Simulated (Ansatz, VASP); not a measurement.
**ZnS: programs and potentials compared**

The starting cell:

```xyz
2
Lattice="0.0000 2.7020 2.7020 2.7020 0.0000 2.7020 2.7020 2.7020 0.0000" Properties=species:S:1:pos:R:3 pbc="T T T"
Zn    4.0530    4.0530    4.0530
S     0.0000    0.0000    0.0000
```

Alike in all runs: task relaxation of cell and atoms; functional PBEsol; k mesh 9 × 9 × 9; occupations fermi-dirac, width 0.05 eV; no spin polarisation; no spin-orbit coupling.

| program and potentials | plane-wave cutoff (eV) | notes | equilibrium volume (Å³/atom) |
| --- | --- | --- | --- |
| Ansatz, Ansatz PAW | 420 | potentials made for PBE, which Ansatz adapts in part | 19.20 |
| Ansatz, all-electron LAPW, scalar-relativistic | - | - | 19.20 |
| VASP, PBE PAW files S, Zn, 600 eV | 600 | potentials made for PBE | 19.26 |

The equilibrium volume spans 19.20 (Ansatz, Ansatz PAW) to 19.26 Å³/atom (VASP, PBE PAW files S, Zn, 600 eV), with all-electron results at 19.20. Relaxations stop with a little pressure left, so the last digit of a volume isn't settled.

Differences between rows come from potentials, basis sets and numerical settings, since the functional is the same but for its coding. Runs on potential files found faulty are left out.
